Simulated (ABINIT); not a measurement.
# SiC (Moissanite) (P6_3mc) in ABINIT: notebook

One crystal, SiC (Moissanite), is run at these levels: PBE, BLYP; tasks: band structure.

All numbers are computed with ABINIT 10.8.3 (patched build); they aren't measurements. Logs are shortened: lines on timing, memory, paths and dates and some standing lists are left out, and cuts for length are marked. The log counts tension as positive stress, the text compression.

**1. Starting point**

The structure is hexagonal, space group P6_3mc (No. 186). The conventional cell has a = 3.076 Å, b = 3.076 Å, c = 5.048 Å, α = 90.00°, β = 90.00°, γ = 120.00°. Around Si (site symmetry 3m) lie 4 C at 1.87 to 1.94 Å. Around C (site symmetry 3m) lie 4 Si at 1.87 to 1.94 Å.

**2. Band structure, PBE**

Contents of run.abi:

```
# Datasets: ground state, then fixed potential
ndtset 2

# Pseudopotentials
pp_dirpath "./"
pseudos "Si.upf, C.upf"

# Structure
acell 3*1.0
rprim
     5.8127975593     0.0000000000     0.0000000000
    -2.9063987797     5.0340303534     0.0000000000
     0.0000000000     0.0000000000     9.5393374771
ntypat 2
znucl 14 6
natom 4
typat 1 1 2 2
xred
     0.6666666667     0.3333333333     0.5000000000
     0.3333333333     0.6666666667     0.0000000000
     0.6666666667     0.3333333333     0.8850000000
     0.3333333333     0.6666666667     0.3850000000

# Plane-wave basis
ecut 41.0

# Exchange and correlation
ixc 11

# Bands and occupations
occopt 3
tsmear 0.00183747

# SCF cycle
nstep 100

# Output
iomode 3
prtwf 0
prteig 0
prtebands 0
prtden1 1

# Dataset 1
kptopt1 1
ngkpt1 10 10 5
nshiftk1 1
shiftk1 0.0 0.0 0.0
nband1 12
tolvrs1 1.0e-10

# Dataset 2: bands along G-M-K-G-A-L-H-A
iscf2 -2
getden2 1
nband2 16
nbdbuf2 2
tolwfr2 1.0e-12
kptopt2 -7
ndivsm2 8
prteig2 1
kptbounds2
     0.0000000000     0.0000000000     0.0000000000
     0.5000000000     0.0000000000     0.0000000000
     0.3333333333     0.3333333333     0.0000000000
     0.0000000000     0.0000000000     0.0000000000
     0.0000000000     0.0000000000     0.5000000000
     0.5000000000     0.0000000000     0.5000000000
     0.3333333333     0.3333333333     0.5000000000
     0.0000000000     0.0000000000     0.5000000000
```

Potentials or basis: PseudoDojo NC SR PBE v0.5 stringent.

Run with:

```
$ abinit run.abi > log 2>&1
```

run.abo:

```text
.Version 10.8.3 of ABINIT
 DATASET    1 : space group P6_3 m c (#186); Bravais hP (primitive hexag.)
================================================================================
 Values of the parameters that define the memory need for DATASET  1.
     intxc =       0    ionmov =       0      iscf =       7    lmnmax =       6
     lnmax =       6     mgfft =      60  mpssoang =       3    mqgrid =    3001
     natom =       4  nloc_mem =       1    nspden =       1   nspinor =       1
    nsppol =       1      nsym =      12    n1xccc =    2501    ntypat =       2
    occopt =       3   xclevel =       2
       mpw =        3562          nfft =       77760          nkpt =          42
================================================================================
================================================================================

 DATASET    2 : space group P6_3 m c (#186); Bravais hP (primitive hexag.)
================================================================================
 Values of the parameters that define the memory need for DATASET  2.
     intxc =       0    ionmov =       0      iscf =      -2    lmnmax =       6
     lnmax =       6     mgfft =      60  mpssoang =       3    mqgrid =    3001
     natom =       4  nloc_mem =       1    nspden =       1   nspinor =       1
    nsppol =       1      nsym =      12    n1xccc =    2501    ntypat =       2
    occopt =       3   xclevel =       2
       mpw =        3556          nfft =       77760          nkpt =          93
================================================================================
================================================================================

--------------------------------------------------------------------------------
------------- Echo of variables that govern the present computation ------------
--------------------------------------------------------------------------------
 -outvars: echo values of preprocessed input variables --------
            acell      1.0000000000E+00  1.0000000000E+00  1.0000000000E+00 Bohr
              amu      2.80855000E+01  1.20110000E+01
             ecut      4.10000000E+01 Hartree
           getden1          0
           getden2          1
             iscf1          7
             iscf2         -2
                       outvar_i_n : Printing only first  50 k-points.
              ixc          11
           jdtset        1    2
                       outvar_i_n : Printing only first  50 k-points.
           kptopt1          1
           kptopt2         -7
[... 861 lines left out ...]
       0.333333333333      0.666666666667      0.385000000000

 cartesian coordinates (angstrom) at end:
    1      1.53799999893485     0.88796471340201     2.52399999828481
    2     -0.00000000001764     1.77592942680403     0.00000000000000
    3      1.53799999893485     0.88796471340201     4.46747999696411
    4     -0.00000000001764     1.77592942680403     1.94347999867930
 length scales=  1.000000000000  1.000000000000  1.000000000000 bohr
              =  0.529177210544  0.529177210544  0.529177210544 angstroms
 Eigenvalues (hartree) for nkpt=  93  k points:
 kpt#   1, nband= 16, wtk=  1.00000, kpt=  0.0000  0.0000  0.0000 (reduced coord)
  -0.31582   -0.18713   -0.05748    0.20499    0.20499    0.25209    0.25209    0.26221
   0.43206    0.48344    0.50152    0.50152    0.53976    0.58216    0.58216    0.68032
 kpt#   2, nband= 16, wtk=  1.00000, kpt=  0.0333  0.0000  0.0000 (reduced coord)
  -0.31511   -0.18651   -0.05682    0.20062    0.20368    0.24931    0.25170    0.26172
   0.43525    0.48388    0.50047    0.50320    0.54130    0.58029    0.58410    0.67071
 kpt#   3, nband= 16, wtk=  1.00000, kpt=  0.0667  0.0000  0.0000 (reduced coord)
  -0.31298   -0.18468   -0.05483    0.18846    0.19995    0.24126    0.25046    0.26023
   0.44302    0.48412    0.49946    0.50806    0.54479    0.57583    0.58969    0.65163
 kpt#   4, nband= 16, wtk=  1.00000, kpt=  0.1000  0.0000  0.0000 (reduced coord)
  -0.30945   -0.18166   -0.05156    0.17061    0.19435    0.22876    0.24828    0.25766
   0.44908    0.48540    0.50205    0.51561    0.54452    0.57438    0.59829    0.63309
 kpt#   5, nband= 16, wtk=  1.00000, kpt=  0.1333  0.0000  0.0000 (reduced coord)
  -0.30451   -0.17747   -0.04702    0.14914    0.18750    0.21289    0.24513    0.25386
   0.44568    0.49348    0.50880    0.52488    0.53434    0.58182    0.60868    0.61723
 kpt#   6, nband= 16, wtk=  1.00000, kpt=  0.1667  0.0000  0.0000 (reduced coord)
  -0.29821   -0.17220   -0.04131    0.12570    0.17998    0.19467    0.24115    0.24862
[... 248 lines left out ...]
  -0.26201   -0.26201    0.10088    0.10088    0.18728    0.18728    0.21178    0.21178
   0.47710    0.47710    0.51072    0.51072    0.55937    0.55937    0.60705    0.60705
 kpt#  90, nband= 16, wtk=  1.00000, kpt=  0.0556  0.0556  0.5000 (reduced coord)
  -0.26644   -0.26644    0.10024    0.10024    0.20202    0.20202    0.21836    0.21836
   0.48069    0.48069    0.51045    0.51045    0.54499    0.54499    0.60541    0.60541
 kpt#  91, nband= 16, wtk=  1.00000, kpt=  0.0370  0.0370  0.5000 (reduced coord)
  -0.26962   -0.26962    0.09932    0.09932    0.21479    0.21479    0.22302    0.22302
   0.47835    0.47835    0.51594    0.51594    0.53414    0.53414    0.60158    0.60158
 kpt#  92, nband= 16, wtk=  1.00000, kpt=  0.0185  0.0185  0.5000 (reduced coord)
  -0.27154   -0.27154    0.09862    0.09862    0.22356    0.22356    0.22579    0.22579
   0.47398    0.47398    0.52287    0.52287    0.52794    0.52794    0.59690    0.59690
 kpt#  93, nband= 16, wtk=  1.00000, kpt=  0.0000  0.0000  0.5000 (reduced coord)
  -0.27218   -0.27218    0.09836    0.09836    0.22670    0.22670    0.22670    0.22670
   0.47201    0.47201    0.52598    0.52598    0.52598    0.52598    0.59468    0.59468

== END DATASET(S) ==============================================================
================================================================================

 -outvars: echo values of variables after computation  --------
            acell      1.0000000000E+00  1.0000000000E+00  1.0000000000E+00 Bohr
           etotal1    -2.0538102621E+01
            fcart1     4.6322707710E-29  9.3605497181E-29  1.4771079217E-02
                      -4.6322707710E-29 -1.2034992495E-28  1.4771079217E-02
                      -9.2645415420E-29  6.6861069414E-29 -1.4771079217E-02
                       9.2645415420E-29 -4.0116641648E-29 -1.4771079217E-02
            rprim      5.8127975593E+00  0.0000000000E+00  0.0000000000E+00
                      -2.9063987797E+00  5.0340303534E+00  0.0000000000E+00
                       0.0000000000E+00  0.0000000000E+00  9.5393374771E+00
           strten1    -1.8075486932E-04 -1.8075486930E-04 -1.2943341659E-05
                       0.0000000000E+00  0.0000000000E+00  5.3910600787E-14
           xangst      1.5379999989E+00  8.8796471340E-01  2.5239999983E+00
                      -1.7639298728E-11  1.7759294268E+00  0.0000000000E+00
                       1.5379999989E+00  8.8796471340E-01  4.4674799970E+00
                      -1.7639298728E-11  1.7759294268E+00  1.9434799987E+00
             xred      6.6666666667E-01  3.3333333333E-01  5.0000000000E-01
                       3.3333333333E-01  6.6666666667E-01  0.0000000000E+00
                       6.6666666667E-01  3.3333333333E-01  8.8500000000E-01
                       3.3333333333E-01  6.6666666667E-01  3.8500000000E-01
 Calculation completed.
```

It took 2.7 min on 1 thread of Arm Neoverse V1, shared host; peak memory 0.15 GiB.

Results:

- Free energy: -558.8702 eV
- Pressure: 3.7 GPa
- Largest force: 0.760 eV/Å
- Band gap on the k mesh: 2.49 eV, indirect (least direct gap 4.09 eV)
- Band gap along the path: 2.33 eV, indirect (least direct gap 4.09 eV)
- Valence electrons inside the program's atomic spheres: Si 1.94; C 4.26

Forces in eV/Å, atoms in the order of the input:
```
Si   0.000  0.000  0.760
Si   0.000  0.000  0.760
C    0.000  0.000 -0.760
C    0.000  0.000 -0.760
```

Stress tensor (GPa, compression positive):
```
5.32 0.00 0.00
0.00 5.32 0.00
0.00 0.00 0.38
```

Levels at the corners of the path, in eV from the valence-band top:
| point | band 4 | band 5 | band 6 | band 7 | band 8 | band 9 | band 10 | band 11 | band 12 | band 13 |
| --- | --- | --- | --- | --- | --- | --- | --- | --- | --- | --- |
| Γ | -1.56 | -1.56 | -0.28 | -0.28 | 0.00 | 4.62 | 6.02 | 6.51 | 6.51 | 7.55 |
| M | -6.55 | -5.43 | -3.55 | -3.26 | -1.49 | 2.60 | 4.20 | 6.75 | 7.21 | 9.71 |
| K | -6.50 | -6.50 | -4.12 | -4.04 | -4.04 | 2.33 | 7.98 | 8.65 | 8.65 | 9.38 |
| Γ | -1.56 | -1.56 | -0.28 | -0.28 | 0.00 | 4.62 | 6.02 | 6.51 | 6.51 | 7.55 |
| A | -4.46 | -0.97 | -0.97 | -0.97 | -0.97 | 5.71 | 5.71 | 7.18 | 7.18 | 7.18 |
| L | -8.46 | -2.69 | -2.69 | -2.34 | -2.34 | 3.17 | 3.17 | 5.00 | 5.00 | 10.39 |
| H | -7.94 | -5.86 | -5.86 | -1.75 | -1.75 | 4.82 | 4.82 | 5.98 | 5.98 | 10.23 |
| A | -4.46 | -0.97 | -0.97 | -0.97 | -0.97 | 5.71 | 5.71 | 7.18 | 7.18 | 7.18 |

Caveat: the mesh misses the band edges, which the band path finds closer together.

(Continued in part 2 of 2.)
